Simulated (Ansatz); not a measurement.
## AlCo3: how the energy converges with the cutoff

AlCo3, P1, a = 3.531 Å, b = 3.601 Å, c = 3.620 Å, α, β, γ = 89.6°, 90.4°, 88.9°. Ansatz: PBEsol, PAW, cutoff varied, Γ-centred 8×8×8 mesh on 4 atoms, Gaussian smearing 0.10 eV; collinear spin, largest moment 1.4 μB. Single points at one geometry with displaced atoms, the cutoff alone changed; ΔE is the energy at zero smearing over the run at 600 eV. The runs up to 350 eV lie under the cutoff recommended for these PAW datasets.

```tsv
cutoff (eV)	ΔE (meV/atom)
200	16313.70
250	3185.38
300	442.82
350	43.12
420	?
```

Task: Assume ΔE falls exponentially with the cutoff, fit y = ln ΔE against x, the cutoff in eV, to the other rows, and predict the missing value.

Result: y = 9.700, 8.066, 6.093, 3.764. Means x = 275.0, y = 6.9057; Σ(Δx)² = 12500, ΣΔxΔy = -494.5; the slope is their ratio. y = 17.79 − 0.03956 x, a factor of ten per 58 eV. At 420 eV this gives ΔE = 3.24 meV/atom. The run gave 2.19, a ratio of 1.48. Between neighbouring rows the decay runs from a factor of ten per 49 eV to one per 70 eV, so one exponential is only a rough guide.

Cost: 6 runs of about 6.6 core-minutes in all, on Intel Xeon 6975P-C (Granite Rapids) (shared hosts).